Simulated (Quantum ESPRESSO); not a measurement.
Ni: single point with PBEsol

Ni:

```
CELL_PARAMETERS angstrom
0.00000 1.73757 1.73757
1.73757 0.00000 1.73757
1.73757 1.73757 0.00000
ATOMIC_POSITIONS crystal
Ni 0.00000 0.00000 0.00000
```

| Property | Result |
| --- | --- |
| Program | Quantum ESPRESSO 7.5 |
| Task | single point |
| Functional | PBEsol |
| Potentials or basis | GBRV 1.5 PBEsol |
| Cutoff | 612 eV |
| Density cutoff | 4898 eV |
| k mesh | 13 × 13 × 13 |
| Occupations | fermi-dirac, width 0.05 eV |
| Spin | collinear spin, ferromagnetic start |
| Starting moments | [1.0] μB |

```json
{
 "Pressure": "-2.6 GPa",
 "Band gap on the k mesh": "none (metal or under the smearing width)",
 "Net moment": "0.64 μB per cell",
 "Absolute moment": "0.72 μB per cell",
 "Site moments": "Ni +0.67 μB",
 "Valence electrons inside the program's atomic spheres": "Ni 16.67"
}
```

Levels at points of the mesh, in eV from the Fermi level:
Spin up:
```
           k point  band 7  band 8  band 9  band 10  band 11  band 12
(0.00, 0.00, 0.00)   -2.58   -2.58   -1.38    -1.38    23.69    27.89
```
Spin down:
```
           k point  band 6  band 7  band 8  band 9  band 10  band 11  band 12  band 13
(0.00, 0.00, 0.00)   -1.83   -1.83   -1.83   -0.67    -0.67    23.57    27.89    27.89
```

It took 11 s on 2 MPI ranks on Arm Neoverse V1, on a shared host, peak memory 0.12 GiB a rank.
